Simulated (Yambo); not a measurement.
Here is a Yambo 5.3.0 calculation.

File bse4.in:

```
optics
bse
bss
rim_cut
tddft
RandQpts= 1000000
RandGvec= 50 RL
BSKmod= "ALDA"
BSEmod= "retarded"
BSSmod= "d"
% BSEQptR
 1 | 1 |
%
% BSEBands
 10 | 15 |
%
BSENGexx= 30 Ry
BSENGfxc= 5 Ry
% BEnRange
 0 | 10 | eV
%
% BDmRange
 0.2 | 0.2 | eV
%
BEnSteps= 150
% BLongDir
 1 | 1 | 1 |
%
BSEprop= "abs"
WRbsWF
% KfnQP_E
 0.79 | 1.0 | 1.0 |
%
```

File scf.in:

```
&CONTROL
  calculation = 'scf'
  prefix = 'pwscf'
  outdir = './tmp'
  pseudo_dir = './pseudo'
/
&SYSTEM
  ibrav = 0
  nat = 2
  ntyp = 2
  ecutwfc = 114
  nbnd = 20
  occupations = 'smearing'
  smearing = 'fd'
  degauss = 0.00367493
  force_symmorphic = .true.
/
&ELECTRONS
  conv_thr = 4d-10
  electron_maxstep = 120
  mixing_beta = 0.5
/
ATOMIC_SPECIES
Ga    69.7230 Ga.upf
N     14.0070 N.upf
CELL_PARAMETERS angstrom
   0.0000000000    2.2535006075    2.2535006075
   2.2535006075    0.0000000000    2.2535006075
   2.2535006075    2.2535006075    0.0000000000
ATOMIC_POSITIONS crystal
Ga     0.0000000000    0.0000000000    0.0000000000
N      0.2500000000    0.2500000000    0.2500000000
K_POINTS automatic
10 10 10 0 0 0
```

The input nscf.in:

```
&CONTROL
  calculation = 'nscf'
  prefix = 'pwscf'
  outdir = './tmp'
  pseudo_dir = './pseudo'
/
&SYSTEM
  ibrav = 0
  nat = 2
  ntyp = 2
  ecutwfc = 114
  nbnd = 63
  occupations = 'fixed'
  force_symmorphic = .true.
/
&ELECTRONS
  conv_thr = 1d-08
  diago_full_acc = .true.
  diago_thr_init = 1d-06
/
ATOMIC_SPECIES
Ga    69.7230 Ga.upf
N     14.0070 N.upf
CELL_PARAMETERS angstrom
   0.0000000000    2.2535006075    2.2535006075
   2.2535006075    0.0000000000    2.2535006075
   2.2535006075    2.2535006075    0.0000000000
ATOMIC_POSITIONS crystal
Ga     0.0000000000    0.0000000000    0.0000000000
N      0.2500000000    0.2500000000    0.2500000000
K_POINTS automatic
6 6 6 0 0 0
```

Potentials or basis: PseudoDojo 0.4 SR PBE stringent.

The run is started by

```bash
$ OMP_NUM_THREADS=1 pw.x -in scf.in > scf.out
$ OMP_NUM_THREADS=1 pw.x -in nscf.in > nscf.out
$ cd tmp/pwscf.save; p2y; mv SAVE ../..; cd ../..
$ OMP_NUM_THREADS=1 yambo
$ mkdir -p bse4; ln -s $PWD/g0w00/ndb.RIM bse4/
$ OMP_NUM_THREADS=1 yambo -F bse4.in -J bse4 -C bse4_out
$ OMP_NUM_THREADS=1 ypp -J bse4 -C bse4_out -e s -b 1
```

Question: What does it give for the lowest exciton energy?

Answer: 2.55 eV.

Question: What does it give for the lowest bright exciton energy?

Answer: 2.55 eV.

Question: What does it give for the band gap on the k mesh, mean-field level?

Answer: 1.75 eV, direct.

Excitons:
| energy (eV) | strength (relative to the strongest) |
| --- | --- |
| 2.552 | 0.012 |
| 2.552 | 0.93 |
| 2.552 | 0.41 |
| 4.416 | 7.8e-09 |
| 4.416 | 1.6e-08 |
| 4.416 | 4.5e-08 |
| 4.416 | 1.8e-06 |
| 4.416 | 1.6e-07 |
| 4.416 | 9.4e-07 |
| 4.416 | 3.2e-10 |
| 4.416 | 6e-09 |
| 4.419 | 1.2e-06 |

Caveat: the LDA kernel is used on GGA states, which is inconsistent by a few percent; the scissor is the correction of the direct gap in an earlier G0W0 run on the same states; spectra need much finer meshes, so this one isn't converged.

**Measured values to compare with.**

From a printed reference work, textbook, for a bulk crystal of GaN at 0 K: band gap 3.299 eV (direct).

Against the measured gap of GaN, 3.299 eV (direct; 0 K; a printed reference work, textbook), the calculated 1.75 eV is off by -1.55 eV. Spin-orbit coupling on Ga is left out. The value is that of PBE on a finite k mesh, which can miss the band edges, without temperature or zero-point motion. Semilocal functionals fall short of measured gaps as a rule. The cell is a database's relaxed one, not the measured one, which moves gaps too.
